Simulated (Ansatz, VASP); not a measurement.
# One calculation of GaN, two programs

INCAR

```
SYSTEM = GaN
PREC = Accurate
ENCUT = 520
EDIFF = 1E-7
ISMEAR = -1
SIGMA = 0.05
LREAL = .False.
LASPH = .True.
NELM = 80
ALGO = Normal
ISIF = 2
LWAVE = .False.
LCHARG = .True.
GGA = PS
IVDW = 12
LELF = .True.
LVHAR = .True.
NBANDS = 26
```

KPOINTS

```
Automatic mesh
0
Gamma
  10 10 5
  0 0 0
```

File POSCAR:

```
GaN
1.0
    3.2218469041      0.0000000000      0.0000000000
   -1.6109234521      2.7902012661      0.0000000000
    0.0000000000      0.0000000000      5.2339814801
Ga N
2 2
Direct
    0.6666666667      0.3333333333      0.5000000000
    0.3333333333      0.6666666667      0.0000000000
    0.6666666667      0.3333333333      0.8750000000
    0.3333333333      0.6666666667      0.3750000000
```

The input input.yaml:

```yaml
crystal:
  lattice:
    - [3.2218469041, 0.0, 0.0]
    - [-1.6109234521, 2.7902012661, 0.0]
    - [0.0, 0.0, 5.2339814801]
  atoms:
    - { symbol: Ga, position: [0.6666666667, 0.3333333333, 0.5] }
    - { symbol: Ga, position: [0.3333333333, 0.6666666667, 0.0] }
    - { symbol: "N", position: [0.6666666667, 0.3333333333, 0.875] }
    - { symbol: "N", position: [0.3333333333, 0.6666666667, 0.375] }
hamiltonian:
  xc: pbesol
  pseudopotentials: { kind: paw }
  dispersion: d3bj
kpoints:
  mp_grid: { grid: [10, 10, 5] }
scf:
  occupations: { method: fermi_dirac, width: 0.05 }
output:
  forces: true
  stress: true
  eigenvalues: true
```

Alike in both runs: task single point; functional PBEsol; dispersion D3(BJ); k mesh 10 × 10 × 5; occupations fermi-dirac, width 0.05 eV; no spin polarisation.

|  | VASP | Ansatz |
| --- | --- | --- |
| version | VASP 6.6.1 | Ansatz 0.2.0 |
| potentials or method | VASP PAW PBE potentials, release 64 (Ga_d, N) | Ansatz PAW |
| plane-wave cutoff (eV) | 520 | 420 |
| valence electrons in the cell | 36 | 36 |

Ansatz gave:

| Item | Value |
| --- | --- |
| gap on the k mesh at the Fermi level (eV) | 1.65 |
| least direct gap on the mesh (eV) | 1.65 |
| pressure (GPa) | -8.9 |
| largest component of the traceless stress (GPa) | 1.17 |
| rms of the force components (eV/Å) | 0.071 |
| dispersion energy (meV/atom) | -214.6 |

Estimate VASP's values.

gap on the k mesh at the Fermi level (eV): 1.67; least direct gap on the mesh (eV): 1.67; pressure (GPa): -9.1; largest component of the traceless stress (GPa): 1.17; rms of the force components (eV/Å): 0.070; dispersion energy (meV/atom): -214.6.

Atom by atom the forces differ by 0.001 eV/Å (rms over components).

Caveats: the PAW data sets were made with another functional, which shifts forces and pressure a little (VASP); odd divisions of the mesh miss points on the zone boundary, where band edges often lie, so the gap on the mesh can be too wide (Ansatz); the pressure holds a Pulay correction of +0.5 GPa for the finite cutoff (Ansatz); the PAW data sets come from PBE, with cores solved anew for the run's functional, which leaves a small shift of forces and pressure (Ansatz). Expect the measured gap to be larger: semilocal functionals such as PBEsol lack the derivative discontinuity.
